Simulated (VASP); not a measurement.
Input of a VASP 6.6.1 run:

Contents of POSCAR:

```
Cs
1.0
    5.5663060538      0.0000000000      0.0000000000
   -2.7831530269      4.8205624479      0.0000000000
    0.0000000000      0.0000000000      9.2584789600
Cs
2
Direct
    0.3333333300      0.6666666700      0.2500000000
    0.6666666700      0.3333333300      0.7500000000
```

INCAR.step1

```
ALGO     = Normal         # electronic algorithm
EDIFF    = 1E-4           # SCF threshold, eV
ENCUT    = 520            # plane-wave cutoff, eV
GGA      = PE             # functional
ISMEAR   = 0              # smearing method
LASPH    = True           # aspherical terms in the spheres
LCHARG   = False          # write CHGCAR
LREAL    = False          # projectors in reciprocal space
LWAVE    = True           # write WAVECAR
NBANDS   = 16             # bands
NELM     = 60             # most SCF steps
PREC     = Accurate       # precision mode
SIGMA    = 0.1            # smearing width, eV
```

Contents of INCAR.step2:

```
ALGO     = Normal         # electronic algorithm
EDIFF    = 1E-7           # SCF threshold, eV
ENCUT    = 520            # plane-wave cutoff, eV
ISIF     = 2              # what is computed and relaxed
ISMEAR   = 0              # smearing method
ISTART   = 1            
LASPH    = True           # aspherical terms in the spheres
LCHARG   = True           # write CHGCAR
LELF     = True           # ELF
LMIXTAU  = True         
LREAL    = False          # projectors in reciprocal space
LVHAR    = True         
LWAVE    = False          # write WAVECAR
METAGGA  = R2SCAN         # meta-GGA
NBANDS   = 16             # bands
NELM     = 60             # most SCF steps
PREC     = Accurate       # precision mode
SIGMA    = 0.1            # smearing width, eV
```

File KPOINTS:

```
k-points
0
Gamma
  6 6 2
```

Potentials or basis: VASP PAW PBE potentials, release 64 (Cs_sv).

Run with:

```bash
$ cat potpaw_PBE.64/Cs_sv/POTCAR > POTCAR
$ cp INCAR.step1 INCAR
$ mpirun -np 1 vasp_std > vasp.out
$ cp INCAR.step2 INCAR
$ mpirun -np 1 vasp_std > vasp.out
```

Task: What does it give for the band gap on the k mesh?

Result: None (metal or under the smearing width).

Task: Estimate the pressure.

Result: 0.0 GPa.

Stress tensor (GPa, compression positive):
```
 0.07  0.00  0.00
 0.00  0.07  0.00
 0.00  0.00 -0.14
```

Caveat: the PAW data sets were made with another functional, which shifts forces and pressure a little. Spin-orbit coupling is left out, which matters for the levels of Cs.
